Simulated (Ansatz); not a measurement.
## MgO: moving O off its site

MgO, Fm-3m, a = 4.270 Å (as given, not relaxed at this level: -1.7 GPa). Ansatz: PBE, PAW, 420 eV, Γ-centred 10×10×10 mesh on 2 atoms, Gaussian smearing 0.05 eV; no spin polarisation.

```
Mg O
1.0
     0.00000    2.13515    2.13515
     2.13515    0.00000    2.13515
     2.13515    2.13515    0.00000
Mg O
1 1
Direct
  0.00000 0.00000 0.00000
  0.50000 0.50000 0.50000
```

Atom 2 (O) moves by x along the unit vector (0.707, 0.707, 0.000), with its periodic images; all else is held. y is the free energy of the cell over the start, F the force along the path summed over the moved atoms. Symmetry makes y even in x.

| x (Å) | y (meV) | F (eV/Å) |
| --- | --- | --- |
| -0.1000 | 22.42 | 0.45 |
| -0.0500 | 5.57 | 0.22 |
| 0.0000 | 0.00 | 0.00 |
| 0.0125 | 0.35 | -0.06 |
| 0.0250 | 1.39 | -0.11 |
| 0.0375 | 3.13 | -0.17 |
| 0.0625 | 8.71 | -0.28 |
| 0.0750 | ? | ? |
| 0.0875 | 17.13 | -0.39 |

**Question.** Fit y = c2 x² + c4 x⁴ to the energies of the other rows, give the force constant, and predict energy and force of the missing row.

**Answer.** Least squares on the rows shown. y = 2222.6 x² + 1940.9 x⁴. The force constant is 2 c2 = 4.45 eV/Å² (for all images moving together, not for a lone atom). With two atoms in a cubic cell this is the optical mode at Γ without the LO field: ω = 521.5 √(2 c2/μ) = 354 cm⁻¹ for μ = 9.65 u. The force −dy/dx at the missing row is -0.34 eV/Å (computed -0.34). At x = 0.0750 the fit asked for gives 12.56 meV. The run gave 12.56 meV, the same to the digits shown.

Cost: 9 runs of about 0.35 core-minutes in all, on Intel Xeon Platinum 8488C (Sapphire Rapids) (shared hosts).